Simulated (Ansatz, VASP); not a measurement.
# Ca3B: VASP beside Ansatz

```
CELL_PARAMETERS angstrom
9.12452 0.00000 0.00000
-4.56226 7.90206 0.00000
0.00000 0.00000 3.72328
ATOMIC_POSITIONS crystal
Ca 0.78892 0.57784 0.25000
Ca 0.21108 0.78892 0.75000
Ca 0.42216 0.21108 0.25000
Ca 0.21108 0.42216 0.75000
Ca 0.78892 0.21108 0.25000
Ca 0.57784 0.78892 0.75000
B 0.33333 0.66667 0.25000
B 0.66667 0.33333 0.75000
```

Alike in both runs: functional PBE; k mesh 3 × 3 × 4; occupations gaussian, width 0.1 eV; no spin polarisation.

Ansatz relaxed the structure, and its values are those at the end. VASP's run is a single point on that final structure, the one shown.

|  | VASP | Ansatz |
| --- | --- | --- |
| version | VASP 6.6.1 | Ansatz 0.2.0 |
| potentials or method | VASP PAW PBE potentials, release 64 (Ca_sv, B) | scalar-relativistic, plane waves, PAW |
| plane-wave cutoff (eV) | 520 | 420 |
| valence electrons in the cell | 66 | 66 |

VASP gave:

* gap on the k mesh at the Fermi level (eV): none
* pressure (GPa): 0.3
* rms of the force components (eV/Å): 0.013

Question: Which values does Ansatz return?

Answer: gap on the k mesh at the Fermi level (eV): none; pressure (GPa): 0.2; rms of the force components (eV/Å): 0.001.

A gap of «none» marks a metal or a gap that the smearing closes.

Caveats: the k mesh is coarse (spacing up to 0.42 Å⁻¹), so the values aren't converged.
